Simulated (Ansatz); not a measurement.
ZrO₂ on the sites of the cubic fluorite structure (relaxed group Fm-3m): a relaxation of cell and atoms in the plane-wave code Ansatz (r2SCAN). It starts from the PBE minimum.

```yaml
crystal:
  lattice:
    - [0.0, 2.5578562536, 2.5578562536]
    - [2.5578562536, 0.0, 2.5578562536]
    - [2.5578562536, 2.5578562536, 0.0]
  atoms:
    - { symbol: Zr, position: [0.0, 0.0, 0.0] }
    - { symbol: O, position: [0.75, 0.75, 0.75] }
    - { symbol: O, position: [0.25, 0.25, 0.25] }
kpoints:
  mp_grid: { grid: [8, 8, 8] }
hamiltonian:
  xc: r2scan
scf:
  occupations: { method: fermi_dirac, width: 0.02 }
relax:
  f_tol: 0.005
  cell: {}
```

Some lines of the output have been replaced by numbered gaps.
```
Pseudopotential: Zr, paw, valence charge 12, recommended cutoff 500 eV (meta_gga)
Pseudopotential: O, paw, valence charge 6, recommended cutoff 500 eV (meta_gga)
Functional definition: r2SCAN
Crystal: 3 atoms, lattice volume = 33.470 Å³
Basis set: ecut = 500 eV, 869 PW (Γ)
[1]
Symmetry: 48 space group operations
Space group: Fm-3m (ITA 225)
[2]
preconditioner: auto → none  [insulator: Δε(μ)=4.194 eV  σ=0.020 eV  ℏωp=30.1 eV]
relax step 1: F+E_penalty+E_count = -5338.05308671 eV  P = -3.860 GPa  Ω = 33.470 Å³
--- Relaxed structure (3 steps of the walk, 3 accepted, 1 SCFs on fresh bases) ---
[3]
```

Q: What stood in the gaps? They hold the relaxed structure, the count of irreducible k points, the band count.

A:
```
[1]
Bands: 16, of which v1, the nominal top of the filled ones, is band 12 counted from 1 (11 counted from 0)
[2]
k-points: 29 of 512
[3]
  F+E_penalty+E_count = -5338.05939579 eV
  cell:  # Å, volume = 32.9569 Å³
    - [0.000000, 2.544713, 2.544713]
    - [2.544713, 0.000000, 2.544713]
    - [2.544713, 2.544713, 0.000000]
  atoms:
    - { symbol: Zr, position: [0.000000, 0.000000, 0.000000] }
    - { symbol: O, position: [0.750000, 0.750000, 0.750000] }
    - { symbol: O, position: [0.250000, 0.250000, 0.250000] }
```
Only the leading digits can be foreseen; the rest is this run's record.

The walk took 3 steps and changed the volume by -1.5 %. The last SCF, on a fresh basis, lies 2.1 meV an atom below the first. At the end: it is cubic, Fm-3m (No. 225); a = 5.089 Å in the conventional setting, 10.99 Å³ an atom. Zr is surrounded by 8 O at 2.20 Å; O is surrounded by 4 Zr at 2.20 Å.

Command: `ansatz run input.yaml --threads 2 --pin off --max-ram 29491MiB --backend cpu --events-out ev --progress --plain --runs-dir out`. Wall time 3.9 s on 2 threads of AMD EPYC 7R13 Processor (Zen 3) (shared host), load about 0.9 per core; peak host memory 0.55 GiB.

No spin polarisation. The prototype was imposed, so other structures may be more stable.
